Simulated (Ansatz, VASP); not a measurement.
# P: VASP beside Ansatz

INCAR

```
PREC = Accurate
ENCUT = 520
EDIFF = 1E-7
ISMEAR = -1
SIGMA = 0.1
LREAL = False
LASPH = True
NELM = 100
ALGO = Normal
ISIF = 2
LWAVE = False
LCHARG = True
LELF = True
LVHAR = True
NBANDS = 8
```

KPOINTS

```
regular mesh
0
Gamma
  15 15 15
```

POSCAR

```
P
1.0
    2.5001412129      0.0000000000      0.0000000000
    0.0000000000      2.5001412129      0.0000000000
    0.0000000000      0.0000000000      2.5001412129
P
1
Direct
    0.0000000000      0.0000000000      0.0000000000
```

Input for Ansatz:

```yaml
crystal:
  lattice:
    - [2.5001412129, 0.0, 0.0]
    - [0.0, 2.5001412129, 0.0]
    - [0.0, 0.0, 2.5001412129]
  atoms:
    - { symbol: P, position: [0.0, 0.0, 0.0] }
hamiltonian:
  xc: lda
  pseudopotentials:
    kind: paw
    azcp:
      P: "pseudopotentials/P.paw.azcp"
basis:
  ecutwfc: 420
  fft_grid_basis: typed
kpoints:
  mp_grid: { grid: [15, 15, 15], shift: [0, 0, 0] }
magnetization:
  spin_polarized: false
scf:
  occupations: { method: fermi_dirac, width: 0.1 }
  lower_state_search: "off"
output:
  stress: true
```

Alike in both runs: task single point; functional LDA; k mesh 15 × 15 × 15; occupations fermi-dirac, width 0.1 eV; no spin polarisation.

|  | VASP | Ansatz |
| --- | --- | --- |
| version | VASP 6.6.1 | Ansatz 0.2.0 |
| potentials or method | VASP PAW LDA potentials, release 64 (P) | plane waves (420 eV) with PAW, scalar-relativistic |
| plane-wave cutoff (eV) | 520 | 420 |
| valence electrons in the cell | 5 | 5 |

```tsv
	VASP	Ansatz	Ansatz less VASP
pressure (GPa)	-10.3	-10.2	+0.11
```

Ansatz warned: «pseudo_functional_mismatch».
